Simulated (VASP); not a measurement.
A run of VASP 6.6.1 is set up as follows.

File POSCAR:

```
GaN
1.0
    3.2177254833      0.0000000000      0.0000000000
   -1.6088627416      2.7866320109      0.0000000000
    0.0000000000      0.0000000000      5.2440545310
  Ga              N
     2     2
Direct
     0.3333333332999970    0.6666666667000030    0.9991860842781787
     0.6666666667000030    0.3333333332999970    0.4991860842781787
     0.3333333332999970    0.6666666667000030    0.3758139157218213
     0.6666666667000030    0.3333333332999970    0.8758139157218213
```

File INCAR.step1:

```
ALGO     = Normal         # electronic algorithm
EDIFF    = 1E-8           # SCF threshold, eV
EDIFFG   = -0.002         # ionic threshold
ENCUT    = 600            # plane-wave cutoff, eV
GGA      = PE             # functional
IBRION   = 2              # ionic algorithm
ISIF     = 3              # what is computed and relaxed
ISMEAR   = 0              # smearing method
LASPH    = T              # aspherical terms in the spheres
LCHARG   = F              # write CHGCAR
LREAL    = F              # projectors in reciprocal space
LWAVE    = F              # write WAVECAR
NELM     = 80             # most SCF steps
NSW      = 40             # ionic steps
PREC     = Accurate       # precision mode
SIGMA    = 0.03           # smearing width, eV
```

Contents of INCAR.step2:

```
ALGO     = Normal         # electronic algorithm
EDIFF    = 1E-8           # SCF threshold, eV
ENCUT    = 600            # plane-wave cutoff, eV
GGA      = PE             # functional
IBRION   = 6              # ionic algorithm
ISIF     = 2              # what is computed and relaxed
ISMEAR   = 0              # smearing method
LASPH    = T              # aspherical terms in the spheres
LCHARG   = F              # write CHGCAR
LREAL    = F              # projectors in reciprocal space
LWAVE    = F              # write WAVECAR
NELM     = 80             # most SCF steps
NFREE    = 2            
NSW      = 1              # ionic steps
POTIM    = 0.015          # step
PREC     = Accurate       # precision mode
SIGMA    = 0.03           # smearing width, eV
```

The input KPOINTS:

```
k-points
0
Gamma
  12 12 5
```

Potentials or basis: VASP PAW PBE potentials, release 64 (Ga_d, N).

Command:

```console
$ cat potpaw_PBE.64/Ga_d/POTCAR potpaw_PBE.64/N/POTCAR > POTCAR
$ cp INCAR.step1 INCAR
$ mpirun -np 1 vasp_std > vasp.out
$ cp CONTCAR POSCAR
$ cp INCAR.step2 INCAR
$ mpirun -np 1 vasp_std > vasp.out
```

Task: What does it give for the highest phonon frequency at Γ, LO-TO splitting left out?

Result: 654 cm⁻¹.

Phonon frequencies in cm⁻¹ (negative: imaginary):
| q point | frequencies |
| --- | --- |
| (0.000, 0.000, 0.000) | 0 0 0 136 136 319 498 521 521 529 529 654 |
